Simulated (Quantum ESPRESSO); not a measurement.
# Ta2N (P-3m1) in Quantum ESPRESSO: notebook, part 2 of 2

Quantum ESPRESSO 7.5. The steps go on from the part before.

### Step 5. Single point, PBEsol+U

pw.in reads:

```
&CONTROL
  calculation = 'scf'
  prefix = 'pwscf'
  outdir = './tmp'
  pseudo_dir = './pseudo'
  tprnfor = .true.
  tstress = .true.
  disk_io = 'nowf'
/
&SYSTEM
  ibrav = 0
  A = 3.11286151
  nat = 3
  ntyp = 2
  ecutwfc = 56
  ecutrho = 448
  nbnd = 26
  occupations = 'smearing'
  smearing = 'fd'
  degauss = 0.00367493
/
&ELECTRONS
  conv_thr = 6d-10
  electron_maxstep = 120
  mixing_beta = 0.3
/
ATOMIC_SPECIES
Ta   180.9479 ta_pbesol_v1.uspp.F.UPF
N     14.0070 n_pbesol_v1.2.uspp.F.UPF
CELL_PARAMETERS alat
   0.9999999987    0.0000000000    0.0000000000
  -0.4999999994    0.8660254027    0.0000000000
   0.0000000000    0.0000000000    1.5644258456
ATOMIC_POSITIONS alat
Ta     0.0000000000    0.5773502685    0.3984764716
Ta     0.4999999994    0.2886751342    1.1659493740
N      0.0000000000    0.0000000000    0.0000000000
K_POINTS automatic
10 10 6 0 0 0
HUBBARD {atomic}
U Ta-5d 6.0
```

Potentials or basis: GBRV 1.5 PBEsol.

Run with:

```sh
$ OMP_NUM_THREADS=1 mpirun -n 2 pw.x -nk 2 -in pw.in > pw.out
```

pw.out:

```text
This program is part of the open-source Quantum ESPRESSO suite
     for quantum simulation of materials; please cite
         "P. Giannozzi et al., J. Phys.:Condens. Matter 21 395502 (2009);
         "P. Giannozzi et al., J. Phys.:Condens. Matter 29 465901 (2017);
         "P. Giannozzi et al., J. Chem. Phys. 152 154105 (2020);
     in publications or presentations arising from this work. More details at

     Message from routine setup:
     using ibrav=0 with symmetry is DISCOURAGED, use correct ibrav instead

     K-points division:     npool     =       2
     Subspace diagonalization in iterative solution of the eigenvalue problem:
     a serial algorithm will be used

     G-vector sticks info
     --------------------
     sticks:   dense  smooth     PW     G-vecs:    dense   smooth      PW
     Sum        1069     535    163                44067    15481    2623

     Using Slab Decomposition

     bravais-lattice index     =            0
     lattice parameter (alat)  =       5.8825  a.u.
     unit-cell volume          =     275.7793 (a.u.)^3
     number of atoms/cell      =            3
     number of atomic types    =            2
     number of electrons       =        31.00
     number of Kohn-Sham states=           26
     kinetic-energy cutoff     =      56.0000  Ry
     charge density cutoff     =     448.0000  Ry
     scf convergence threshold =      6.0E-10
     mixing beta               =       0.3000
     number of iterations used =            8  plain     mixing
     Exchange-correlation= SLA  PW   PSX  PSC
                           (   1   4  10   8   0   0   0)
     Hubbard projectors: atomic
     Hubbard parameters of DFT+U (Dudarev formulation) in eV:
     U(Ta-5d) =  6.0000

     Internal variables: lda_plus_u =T, lda_plus_u_kind = 0

     Internal variables: orbital_resolved =F, hub_pot_fix =F, apply_U = F

     celldm(1)=   5.882456  celldm(2)=   0.000000  celldm(3)=   0.000000
     celldm(4)=   0.000000  celldm(5)=   0.000000  celldm(6)=   0.000000

     crystal axes: (cart. coord. in units of alat)
               a(1) = (   1.000000   0.000000   0.000000 )
               a(2) = (  -0.500000   0.866025   0.000000 )
               a(3) = (   0.000000   0.000000   1.564426 )

     reciprocal axes: (cart. coord. in units 2 pi/alat)
               b(1) = (  1.000000  0.577350 -0.000000 )
               b(2) = (  0.000000  1.154701  0.000000 )
               b(3) = (  0.000000 -0.000000  0.639212 )

     PseudoPot. # 1 for Ta read from file:
     ta_pbesol_v1.uspp.F.UPF
[... 167 lines left out ...]
     iteration #  1     ecut=    56.00 Ry     beta= 0.30
     Davidson diagonalization with overlap
     ethr =  1.00E-02,  avg # of iterations =  3.6

     =================== HUBBARD OCCUPATIONS ===================
     ------------------------ ATOM    1 ------------------------
     Tr[ns(  1)] =   5.36520
     eigenvalues:
       0.512  0.512  0.537  0.537  0.583
     eigenvectors (columns):
      -0.000 -0.000  0.000 -0.000  1.000
      -0.911 -0.073  0.301 -0.274 -0.000
      -0.073  0.911 -0.274 -0.301 -0.000
       0.032 -0.406 -0.614 -0.676 -0.000
       0.406  0.032  0.676 -0.614 -0.000
     occupation matrix ns (before diag.):
[... 128 lines left out ...]
     iteration # 13     ecut=    56.00 Ry     beta= 0.30
     Davidson diagonalization with overlap
     ethr =  7.22E-12,  avg # of iterations =  1.0

     negative rho (up, down):  1.992E-01 0.000E+00

     End of self-consistent calculation

     =================== HUBBARD OCCUPATIONS ===================
     ------------------------ ATOM    1 ------------------------
     Tr[ns(  1)] =   5.97965
     eigenvalues:
       0.556  0.556  0.618  0.618  0.642
     eigenvectors (columns):
       0.000 -0.000 -0.000  0.000 -1.000
       0.701  0.197  0.402  0.555  0.000
      -0.197  0.701 -0.555  0.402  0.000
       0.185 -0.659 -0.590  0.427  0.000
      -0.659 -0.185  0.427  0.590  0.000
     occupation matrix ns (before diag.):
       0.642 -0.000 -0.000 -0.000 -0.000
      -0.000  0.585 -0.000  0.000  0.031
      -0.000 -0.000  0.585  0.031 -0.000
      -0.000  0.000  0.031  0.589  0.000
[... 176 lines left out ...]
   -49.0751 -49.0179 -16.0859 -15.9805 -15.5232 -15.4824 -15.3981 -15.3156
     2.0420  10.4129  12.1888  12.8283  15.1135  16.6182  17.0532  19.3031
    20.0702  22.4841  22.5640  23.2916  23.7333  25.3940  25.5781  27.0373
    28.6150  29.7429

          k = 0.0000-0.5774-0.3196 (  1936 PWs)   bands (ev):

   -49.0725 -49.0286 -16.0810 -16.0267 -15.4684 -15.4561 -15.3724 -15.3596
     1.9973  10.4199  12.1598  12.9136  15.5622  16.7167  16.8898  18.7512
    19.7642  22.5190  22.5524  23.2047  23.5823  25.6609  25.9925  26.9818
    28.2732  30.4261
[... 332 lines left out ...]
   -49.0408 -49.0139 -15.9696 -15.9580 -15.6900 -15.5691 -15.4147 -15.2749
     2.1672  10.8961  12.0125  12.4385  15.8393  16.4905  16.7619  19.5406
    19.6564  21.2470  22.7026  23.6173  23.6698  24.4214  26.4019  26.9901
    29.0645  29.8865

     the Fermi energy is    19.0124 ev

!    total energy              =    -302.74499274 Ry
     estimated scf accuracy    <          4.0E-10 Ry
     smearing contrib. (-TS)   =      -0.00101999 Ry
     internal energy E=F+TS    =    -302.74397275 Ry

     The total energy is F=E-TS. E is the sum of the following terms:
     one-electron contribution =     -29.44584589 Ry
     hartree contribution      =      32.01825748 Ry
     xc contribution           =     -89.42544478 Ry
     ewald contribution        =    -216.94554310 Ry
     Hubbard energy            =       1.05460353 Ry

     convergence has been achieved in  13 iterations

     negative rho (up, down):  1.992E-01 0.000E+00

     Forces acting on atoms (cartesian axes, Ry/au):

     atom    1 type  1   force =    -0.00000000    0.00000000   -0.01459327
     atom    2 type  1   force =     0.00000000   -0.00000000    0.01459327
     atom    3 type  2   force =     0.00000000    0.00000000    0.00000000

     Total force =     0.020638     Total SCF correction =     0.000004

     Computing stress (Cartesian axis) and pressure

     negative rho (up, down):  1.992E-01 0.000E+00
          total   stress  (Ry/bohr**3)                   (kbar)     P=     -187.93
  -0.00130423  -0.00000000   0.00000000         -191.86       -0.00        0.00
  -0.00000000  -0.00130423   0.00000000           -0.00     -191.86        0.00
   0.00000000   0.00000000  -0.00122415            0.00        0.00     -180.08

=------------------------------------------------------------------------------=
   JOB DONE.
=------------------------------------------------------------------------------=
```

Wall time 46 s (2 MPI ranks of Arm Neoverse V1, shared host); peak memory 0.48 GiB.

What came out:

* Free energy: -4119.0555 eV
* Pressure: -18.8 GPa
* Largest force: 0.375 eV/Å
* Band gap on the k mesh: none (metal or under the smearing width)

Forces on the atoms (eV/Å):
```
Ta   0.000  0.000 -0.375
Ta   0.000  0.000  0.375
N    0.000  0.000  0.000
```

Levels at points of the mesh, in eV from the Fermi level:
```tsv
k point	band 14	band 15	band 16	band 17	band 18	band 19
(0.00, 0.00, 0.00)	-0.96	-0.31	-0.31	0.13	0.36	0.36
(0.00, 0.00, -0.50)	-2.36	-1.06	-1.06	1.69	2.20	2.31
(0.00, -0.50, 0.00)	-2.73	-1.48	1.87	2.08	3.80	4.04
(0.00, -0.50, -0.50)	-2.30	-2.12	-0.26	0.75	3.51	3.54
```

Eigenvalues of the final occupation matrices:
| site | spin | trace | eigenvalues |
| --- | --- | --- | --- |
| Ta 1 5d | each | 2.99 | 0.56 0.56 0.62 0.62 0.64 |
| Ta 2 5d | each | 2.99 | 0.56 0.56 0.62 0.62 0.64 |

Caveat: U without spin polarisation on a metal has little footing. The run has no spin-orbit coupling, so splittings on Ta are missing.

### Step 6. Single point, PBEsol+U

pw.in reads:

```
&CONTROL
  calculation = 'scf'
  prefix = 'pwscf'
  outdir = './tmp'
  pseudo_dir = './pseudo'
  tprnfor = .true.
  tstress = .true.
  disk_io = 'low'
/
&SYSTEM
  ibrav = 0
  celldm(1) = 8
  nat = 3
  ntyp = 2
  ecutwfc = 56
  ecutrho = 448
  nbnd = 26
  occupations = 'smearing'
  smearing = 'fd'
  degauss = 0.00367493
/
&ELECTRONS
  conv_thr = 6d-10
  electron_maxstep = 120
  mixing_beta = 0.3
/
ATOMIC_SPECIES
Ta   180.9479 ta_pbesol_v1.uspp.F.UPF
N     14.0070 n_pbesol_v1.2.uspp.F.UPF
CELL_PARAMETERS alat
  0.7353069637788   0.0000000000000   0.0000000000000
 -0.3676534818894   0.6367945101982   0.0000000000000
  0.0000000000000   0.0000000000000   1.1503332200592
ATOMIC_POSITIONS crystal
Ta     0.3333333333    0.6666666667    0.2547110000
Ta     0.6666666667    0.3333333333    0.7452890000
N      0.0000000000    0.0000000000    0.0000000000
K_POINTS automatic
10 10 6 0 0 0
HUBBARD {atomic}
U Ta-5d 8.0
```

pp_density.in reads:

```
&INPUTPP
  prefix = 'pwscf'
  outdir = './tmp'
  filplot = 'density.dat'
  plot_num = 0
/
&PLOT
  nfile = 1
  filepp(1) = 'density.dat'
  iflag = 3
  output_format = 6
  fileout = 'density.cube'
/
```

pp_potential.in reads:

```
&INPUTPP
  prefix = 'pwscf'
  outdir = './tmp'
  filplot = 'potential.dat'
  plot_num = 11
/
&PLOT
  nfile = 1
  filepp(1) = 'potential.dat'
  iflag = 3
  output_format = 6
  fileout = 'potential.cube'
/
```

Potentials or basis: GBRV 1.5 PBEsol.

Run with:

```sh
$ OMP_NUM_THREADS=1 mpirun -n 2 pw.x -nk 2 -in pw.in > pw.out
$ OMP_NUM_THREADS=1 mpirun -n 1 pp.x -in pp_density.in > pp_density.out
$ OMP_NUM_THREADS=1 mpirun -n 1 pp.x -in pp_potential.in > pp_potential.out
```

Wall time 56 s (2 MPI ranks of Arm Neoverse V1, shared host); peak memory 0.48 GiB.

It converged, with:

```yaml
Free_energy: -4114.2845 eV
Pressure: -21.9 GPa
Largest_force: 0.442 eV/Å
Band_gap_on_the_k_mesh: none (metal or under the smearing width)
```

Forces on the atoms (eV/Å):
```
Ta   0.000  0.000 -0.442
Ta   0.000  0.000  0.442
N    0.000  0.000  0.000
```

Stress tensor (GPa, compression positive):
```
-22.78   0.00   0.00
  0.00 -22.78   0.00
  0.00   0.00 -20.11
```

Levels at points of the mesh, in eV from the Fermi level:
```
             k point  band 11  band 12  band 13  band 14  band 15  band 16  band 17  band 18  band 19  band 20
  (0.00, 0.00, 0.00)    -6.17    -6.17    -4.39    -1.19    -0.35    -0.35     0.03     0.46     0.46     1.45
 (0.00, 0.00, -0.50)    -6.42    -6.42    -3.79    -2.27    -0.97    -0.97     1.60     2.31     2.33     2.33
 (0.00, -0.50, 0.00)    -6.70    -6.43    -4.96    -2.77    -1.55     1.92     2.20     3.82     4.06     4.24
(0.00, -0.50, -0.50)    -6.95    -6.09    -3.49    -2.40    -2.10    -0.26     0.78     3.50     3.63     4.29
```

Eigenvalues of the final occupation matrices:
```tsv
site	spin	trace	eigenvalues
Ta 1 5d	each	3.00	0.55 0.55 0.62 0.62 0.66
Ta 2 5d	each	3.00	0.55 0.55 0.62 0.62 0.66
```

Caveat: U without spin polarisation on a metal has little footing. Spin-orbit coupling is left out, which matters for the levels of Ta.

### Step 7. The runs side by side

```tsv
U	gap on the mesh (eV)	pressure (GPa)	largest force (eV/Å)
Ta d U = 3 eV	none	-13.9	0.32
Ta d U = 4 eV	none	-15.5	0.33
Ta d U = 5 eV	none	-17.2	0.35
Ta d U = 6 eV	none	-18.8	0.38
Ta d U = 8 eV	none	-21.9	0.44
```

Alike in all rows: task single point; level PBEsol+U; potentials or basis GBRV 1.5 PBEsol; no spin polarisation; cell as given; k mesh 10 × 10 × 6; cutoff (eV) 762; smearing fermi-dirac 0.05 eV.

Every run on the cell as given and a fine mesh finds a metal.

Caveats: U without spin polarisation on a metal has little footing.

Total energies depend on the potentials used, so only differences within one code and one set of settings carry meaning.
